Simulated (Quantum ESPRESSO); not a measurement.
## W: phonon spectrum and thermodynamics under several settings

```
W
1.0
    -1.58234    1.58234    1.58234
     1.58234   -1.58234    1.58234
     1.58234    1.58234   -1.58234
W
1
Cartesian
  0.0000 0.0000 0.0000
```

All runs used Quantum ESPRESSO 7.5; k mesh 12 × 12 × 12; relaxed cell; no spin polarisation; cutoff 762 eV; occupations cold, width 0.2 eV; q mesh 2 × 2 × 2.

```tsv
level	potentials	volume (Å³/atom)	highest frequency (cm⁻¹)	zero-point energy (meV/atom)	entropy at room temperature (k_B/atom)
LDA	GBRV 1.5 LDA	15.43	227	29.7	3.97
PBE	GBRV 1.5 PBE	16.15	220	28.6	4.08
PBEsol	GBRV 1.5 PBEsol	?	?	?	?
```

Question: What stands in the row left open?

Answer: Volume 15.71 Å³/atom; highest frequency 227 cm⁻¹; zero-point energy 29.5 meV/atom; entropy at room temperature 3.99 k_B/atom.

For the row left open. Caveat: the q mesh is small, so phonon branches between its points and thermal values are rough.
